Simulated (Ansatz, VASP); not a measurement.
**Two plane-wave programs on Mg2Ge**

```xyz
3
Lattice="0.0000 3.2110 3.2110 3.2110 0.0000 3.2110 3.2110 3.2110 0.0000" Properties=species:S:1:pos:R:3 pbc="T T T"
Mg    1.6055    1.6055    1.6055
Mg    4.8164    4.8164    4.8164
Ge    0.0000    0.0000    0.0000
```

Alike in both runs: functional PBE; k mesh 10 × 10 × 10; occupations gaussian, width 0.01 eV; no spin polarisation.

Ansatz relaxed the structure, and its values are those at the end. VASP's run is a single point on that final structure, the one shown.

```csv
,VASP,Ansatz
version,VASP 6.6.1,Ansatz 0.2.0
potentials or method,"VASP PAW PBE potentials, release 64 (Mg, Ge_d)","scalar-relativistic, plane waves, PAW"
plane-wave cutoff (eV),520,420
valence electrons in the cell,18,34
```

Ansatz gave:

* gap on the k mesh at the Fermi level (eV): 0.17
* least direct gap on the mesh (eV): 0.95
* pressure (GPa): 0.0

Question: Which values does VASP return?

Answer: gap on the k mesh at the Fermi level (eV): 0.16; least direct gap on the mesh (eV): 0.94; pressure (GPa): -0.2.

The two sets of potentials don't hold the same shells in valence.

A k mesh can miss the band edges.
